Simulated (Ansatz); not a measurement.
The system is As.

```
CELL_PARAMETERS angstrom
1.88080 1.08588 3.51406
-1.88080 1.08588 3.51406
0.00000 -2.17176 3.51406
ATOMIC_POSITIONS crystal
As 0.22600 0.22600 0.22600
As 0.77400 0.77400 0.77400
```

Base run:

```yaml
Program: Ansatz 0.2.0
Functional: RPBE
Potentials_or_basis: Ansatz PAW
Cutoff: 420 eV
Density_cutoff: 1680 eV
k_mesh: 9 × 9 × 9
Occupations: fermi-dirac, width 0.05 eV
Spin: no spin polarisation
```

Its results: band gap on the k mesh none (metal or under the smearing width); pressure 5.5 GPa; largest force 0.461 eV/Å.

Task: The run is repeated on the same cell with these changes: functional from RPBE to r2SCAN; cutoff from 420 eV to 500 eV; density cutoff from 1680 eV to 2000 eV. What comes out?

Result: Band gap on the k mesh none (metal or under the smearing width); pressure 1.9 GPa; largest force 0.150 eV/Å.

Caveats: the PAW data sets come from PBE, with cores solved anew for the run's functional, which leaves a small shift of forces and pressure; the potentials were made for another functional, which shifts forces and pressure (some runs).

Not every run made on this cell is shown here.
